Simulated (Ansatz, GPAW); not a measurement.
This is a calculation of PtS2 for Ansatz 0.2.0. 

Contents of input.yaml:

```yaml
crystal:
  lattice:
    - [3.5432, 0.0, 0.0]
    - [-1.7716, 3.0685012107, 0.0]
    - [0.0, 0.0, 5.0388]
  atoms:
    - { symbol: Pt, position: [0.0, 0.0, 0.0] }
    - { symbol: S, position: [0.6666666667, 0.3333333333, 0.773] }
    - { symbol: S, position: [0.3333333333, 0.6666666667, 0.227] }
hamiltonian:
  xc: pbe
  pseudopotentials: { kind: paw }
kpoints:
  mp_grid: { grid: [9, 9, 5] }
scf:
  occupations: { method: gaussian, width: 0.023 }
output:
  forces: true
  stress: true
  eigenvalues: true
```

Potentials or basis: Ansatz PAW.

The run is started by

```bash
$ ansatz run input.yaml --threads 2 --pin off --max-ram 5632MiB --backend cpu --events-out ev --progress --plain --runs-dir out
```

Question: Translate it to GPAW 26.7.0 (ASE script). Potentials or basis there: GPAW PAW data sets (gpaw-data 1.2.1), cutoff 600 eV.

Answer: As run (cutoffs and basis follow the program's own potentials, and thresholds, step limits or extra output files can differ):

The input run.py:

```python
from ase import Atoms
from ase.dft.bandgap import bandgap
from ase.io import write
from ase.units import GPa
from gpaw import GPAW, PW

atoms = Atoms(['Pt', 'S', 'S'],
              cell=[[3.5432, 0.0, 0.0],
                    [-1.7716, 3.0685012107, 0.0],
                    [0.0, 0.0, 5.0388]],
              scaled_positions=[[0.0, 0.0, 0.0],
                                [0.6666666667, 0.3333333333, 0.773],
                                [0.3333333333, 0.6666666667, 0.227]],
              pbc=True)

calc = GPAW(mode=PW(600),
            xc='PBE',
            kpts={'size': (9, 9, 5), 'gamma': True},
            occupations={'name': 'methfessel-paxton', 'order': 0, 'width': 0.023},
            nbands=26,
            convergence={'density': 1e-05, 'energy': 1e-05},
            maxiter=150,
            txt='gpaw.txt')
atoms.calc = calc
energy = atoms.get_potential_energy()
forces = atoms.get_forces()
stress = atoms.get_stress()
calc.write('gs.gpw')
write('result.traj', atoms)
print(f'Energy: {energy:.6f} eV')
print('Forces (eV/A):')
print(forces.round(4))
print('Stress (GPa):', (stress / GPa).round(3))
print('Fermi level:', round(calc.get_fermi_level(), 4), 'eV')
print(f'Gap: {bandgap(calc)[0]:.4f} eV, direct: {bandgap(calc, direct=True)[0]:.4f} eV')
```

Potentials or basis: GPAW PAW data sets (gpaw-data 1.2.1), pw.

Launch:

```console
$ OMP_NUM_THREADS=1 python run.py
```

Both were run:

|  | Ansatz | GPAW |
| --- | --- | --- |
| Pressure | 11.6 GPa | 11.7 GPa |
| Largest force | 1.257 eV/Å | 1.292 eV/Å |

Ansatz's pressure holds a Pulay term of +0.03 GPa for its cutoff of 420 eV, which the other run lacks.

The potentials hold 30 and 28 valence electrons a cell.

Where Ansatz's input types no cutoff or centring, it takes its own default and a Γ-centred mesh.

The cell lies far from this level's equilibrium.

Pressure is positive in compression.
